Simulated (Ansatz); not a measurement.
The system is TaN.

```xyz
2
Lattice="0.0000 2.2113 2.2113 2.2113 0.0000 2.2113 2.2113 2.2113 0.0000" Properties=species:S:1:pos:R:3 pbc="T T T"
Ta    2.2113    2.2113    2.2113
N     0.0000    0.0000    0.0000
```

The cell comes from a database or a generator and needn't be the stable form of this composition.

Base run:

```yaml
Program: Ansatz 0.2.0
Functional: LDA
Potentials_or_basis: Ansatz PAW
Cutoff: "420 eV (not typed: the program's choice for these potentials)"
k_mesh: 10 × 10 × 10
Occupations: fermi-dirac, width 0.05 eV
Spin: no spin polarisation
```

Its results: band gap on the k mesh none (metal or under the smearing width); pressure -17.2 GPa.

Problem. After a change of settings the same cell gave: band gap on the k mesh none (metal or under the smearing width); pressure -1.3 GPa. Which change was it?
A. functional from LDA to r2SCAN; cutoff from 420 eV (not typed: the program's choice for these potentials) to 500 eV (not typed: the program's choice for these potentials)
B. functional from LDA to PBE
C. functional from LDA to PBEsol
D. functional from LDA to PBEsol; spin from no spin polarisation to spin-orbit coupling, no magnetisation; potential files from those of the base run to others of the same set

Solution. B.

PBE binds less tightly than LDA, so the same cell stands under more pressure.

Caveats: spin-orbit coupling is left out, which moves the levels of the heavy elements; the PAW data sets come from PBE, with cores solved anew for the run's functional, which leaves a small shift of forces and pressure (some runs).
